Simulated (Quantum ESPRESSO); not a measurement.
TaS2: band structure with PBE

Crystal: TaS2.

```
Ta S
1.0
     3.35000    0.00000    0.00000
    -1.67500    2.90119    0.00000
     0.00000    0.00000    5.86000
Ta S
1 2
Direct
  0.00000 0.00000 0.00000
  0.66667 0.33333 0.75000
  0.33333 0.66667 0.25000
```

* Program: Quantum ESPRESSO 7.5
* Task: band structure
* Functional: PBE
* Potentials or basis: PseudoDojo 0.4 FR PBE standard
* Cutoff: 789 eV
* Density cutoff: 3157 eV
* k mesh: 9 × 9 × 5
* Occupations: fermi-dirac, width 0.05 eV
* Spin: spin-orbit coupling, no magnetisation
* Mixing beta: 0.5
* Most SCF iterations: 120
* SCF threshold: 6e-10 Ry

The pressure is 9.1 GPa and the largest force is 1.222 eV/Å. The band gap on the k mesh is none (metal or under the smearing width).

Forces on the atoms (eV/Å):
```
Ta   0.000  0.000  0.000
S    0.000  0.000 -1.222
S    0.000  0.000  1.222
```

Stress tensor (GPa, compression positive):
```
 7.50  0.00  0.00
 0.00  7.50  0.00
 0.00  0.00 12.29
```

Levels at the corners of the path, in eV from the Fermi level:
| point | band 21 | band 22 | band 23 | band 24 | band 25 | band 26 | band 27 | band 28 |
| --- | --- | --- | --- | --- | --- | --- | --- | --- |
| Γ | -0.88 | -0.88 | -0.74 | -0.74 | -0.07 | -0.07 | 0.05 | 0.05 |
| M | -3.48 | -3.48 | -2.27 | -2.27 | -0.80 | -0.80 | 2.42 | 2.42 |
| K | -3.78 | -3.78 | -3.17 | -3.17 | 1.16 | 1.16 | 2.00 | 2.00 |
| Γ | -0.88 | -0.88 | -0.74 | -0.74 | -0.07 | -0.07 | 0.05 | 0.05 |
| A | -1.02 | -1.02 | -0.88 | -0.88 | -0.01 | -0.01 | 0.02 | 0.02 |
| L | -2.33 | -2.33 | -1.94 | -1.94 | -1.23 | -1.23 | 2.42 | 2.42 |
| H | -3.56 | -3.56 | -3.55 | -3.55 | 1.22 | 1.22 | 1.36 | 1.36 |
| A | -1.02 | -1.02 | -0.88 | -0.88 | -0.01 | -0.01 | 0.02 | 0.02 |
| L | -2.33 | -2.33 | -1.94 | -1.94 | -1.23 | -1.23 | 2.42 | 2.42 |
| M | -3.48 | -3.48 | -2.27 | -2.27 | -0.80 | -0.80 | 2.42 | 2.42 |
| K | -3.78 | -3.78 | -3.17 | -3.17 | 1.16 | 1.16 | 2.00 | 2.00 |
| H | -3.56 | -3.56 | -3.55 | -3.55 | 1.22 | 1.22 | 1.36 | 1.36 |

Wall time 3.5 min on 1 thread of AMD EPYC 9R45 96-Core Processor (Zen 5), with other jobs on the host, peak memory 0.27 GiB.

Caveat: this functional lacks dispersion, which binds the layers, so the pressure and a relaxed spacing across them are unreliable; forces of over 1 eV/Å show positions far from the minimum, so gaps and moduli don't describe the material at rest.
